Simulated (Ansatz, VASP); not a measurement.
# Two plane-wave programs on MgO

```
CELL_PARAMETERS angstrom
3.45405 0.00000 0.00000
-1.72703 2.99130 0.00000
0.00000 0.00000 4.29245
ATOMIC_POSITIONS crystal
Mg 0.67876 0.35752 0.75000
Mg 0.32124 0.64248 0.25000
O 0.65776 0.31553 0.25000
O 0.34224 0.68447 0.75000
```

Change from the starting cell: mode 5 frozen in at +0.073 Å, strain +e along z and -e/2 along x and y +0.0233.

Alike in both runs: task single point; functional PBEsol; k mesh 9 × 9 × 6; occupations gaussian, width 0.05 eV; no spin polarisation.

```csv
,VASP,Ansatz
version,VASP 6.6.1,Ansatz 0.2.0
potentials or method,"VASP PAW PBE potentials, release 64 (Mg, O)","scalar-relativistic, plane waves, PAW"
plane-wave cutoff (eV),520,520
valence electrons in the cell,16,32
```

Ansatz gave:

```
gap on the k mesh at the Fermi level (eV)       : 3.20
least direct gap on the mesh (eV)               : 3.20
pressure (GPa)                                  : 0.2
largest component of the traceless stress (GPa) : 3.42
rms of the force components (eV/Å)              : 0.223
```

Q: What did VASP give for the same quantities?

A: gap on the k mesh at the Fermi level (eV): 3.19; least direct gap on the mesh (eV): 3.19; pressure (GPa): -0.2; largest component of the traceless stress (GPa): 3.52; rms of the force components (eV/Å): 0.226.

Atom by atom the forces differ by 0.003 eV/Å (rms over components). With one functional, cell and mesh, what is left measures potentials, basis and numerics. The two sets of potentials don't hold the same shells in valence. Ansatz warned: «pseudo_functional_mismatch».

Caveats: the PAW data sets were made with another functional, which shifts forces and pressure a little (VASP).
